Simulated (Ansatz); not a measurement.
**ZnS under changes of volume**

One of the cells (19.727 Å³/atom); the others are scaled copies at fixed shape and fractional positions:

```
Zn S
1.0
     0.00000    2.70200    2.70200
     2.70200    0.00000    2.70200
     2.70200    2.70200    0.00000
Zn S
1 1
Direct
  0.75000 0.75000 0.75000
  0.00000 0.00000 0.00000
```

```yaml
Program: Ansatz 0.2.0
Functional: PBE
Potentials_or_basis: Ansatz PAW
Cutoff: "420 eV (not typed: the program's choice for these potentials)"
k_mesh: 9 × 9 × 9
Occupations: fermi-dirac, width 0.05 eV
Spin: no spin polarisation
```

```tsv
volume (Å³/atom)	energy over the lowest point (meV/atom)	pressure (GPa)	gap on the mesh (eV)
18.543	32.86	7.0	2.38
18.938	?	?	?
19.332	8.00	3.2	2.20
19.727	2.11	1.6	2.11
20.121	0.00	0.1	2.02
20.516	1.27	-1.2	1.94
20.910	5.60	-2.3	1.86
```

**Question.** What does the run at 18.938 Å³/atom give?

**Answer.** Energy over the lowest point 18.09 meV/atom; pressure 5.0 GPa; gap on the mesh 2.29 eV.

Worked out: A Birch-Murnaghan fit of order 3 (a polynomial in V^(-2/3)) to the other rows has its minimum at 20.16 Å³/atom with B0 = V·E''(V) = 70 GPa and B' = 4.4. It gives 18.08 meV/atom at 18.938 Å³/atom, against the run's 18.09, and -dE/dV = 5.0 GPa, against 5.0. A straight line through the other rows of the gap, of slope -4.35 eV per unit of ln V (its deformation potential), gives 2.29 eV, against the run's 2.29.

Energies are extrapolated to zero smearing.

Caveats: odd divisions of the mesh miss points on the zone boundary, where band edges often lie, so the gap on the mesh can be too wide.
